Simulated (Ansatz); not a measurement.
# Ti: the cost of one run

Method: DFT PBEsol, plane waves, PAW, scalar-relativistic, no spin polarisation, in Ansatz 0.2.0.

## (1) Starting point

The cell holds 12 atoms (Ti12): a = 5.900 Å, b = 5.900 Å, c = 15.685 Å, α = 90.00°, β = 90.00°, γ = 60.00°.

Coordinates:

```
Ti
1.0
     5.90000    0.00000    0.00000
     2.95000    5.10955    0.00000
     0.00000    0.00000   15.68460
Ti
12
Direct
  0.00000 0.00000 0.06376
  0.50000 0.00000 0.06376
  0.00000 0.50000 0.06376
  0.50000 0.50000 0.06376
  0.83333 0.33333 0.21309
  0.33333 0.33333 0.21309
  0.83333 0.83333 0.21309
  0.33333 0.83333 0.21309
  0.00000 0.00000 0.36243
  0.50000 0.00000 0.36243
  0.00000 0.50000 0.36243
  0.50000 0.50000 0.36243
```

## (2) Preparing the start

File input.yaml:

```yaml
crystal:
  lattice:
    - [5.9, 0.0, 0.0]
    - [2.95, 5.10955, 0.0]
    - [0.0, 0.0, 15.6846]
  atoms:
    - { symbol: Ti, position: [0.0, 0.0, 0.0637568] }
    - { symbol: Ti, position: [0.5, 0.0, 0.0637568] }
    - { symbol: Ti, position: [0.0, 0.5, 0.0637568] }
    - { symbol: Ti, position: [0.5, 0.5, 0.0637568] }
    - { symbol: Ti, position: [-0.1666667, 0.3333333, 0.2130944] }
    - { symbol: Ti, position: [0.3333333, 0.3333333, 0.2130944] }
    - { symbol: Ti, position: [-0.1666667, 0.8333333, 0.2130944] }
    - { symbol: Ti, position: [0.3333333, 0.8333333, 0.2130944] }
    - { symbol: Ti, position: [0.0, 0.0, 0.3624319] }
    - { symbol: Ti, position: [0.5, 0.0, 0.3624319] }
    - { symbol: Ti, position: [0.0, 0.5, 0.3624319] }
    - { symbol: Ti, position: [0.5, 0.5, 0.3624319] }
basis:
  ecutwfc: 420.0
kpoints:
  mp_grid: { grid: [2, 2, 1] }
hamiltonian:
  xc: pbesol
  pseudopotentials: { kind: paw, azcp: { folder: soft_1 } }
scf:
  occupations: { method: fermi_dirac, width: 0.1 }
  lower_state_search: "off"
relax:
  f_tol: 0.08
  max_steps: 25
  adjacent_minimum: "off"
  constraints: [{ sites: [0, 1, 2, 3] }]
```

Run with:

```console
$ ansatz run input.yaml --threads 1 --pin off --max-ram 3072MiB --backend cpu --events-out ev --progress --plain --runs-dir out
```

Q: Estimate wall time and peak memory on 1 thread of Arm Neoverse V1, shared host.

About 24 s, with a peak of 0.63 GiB.
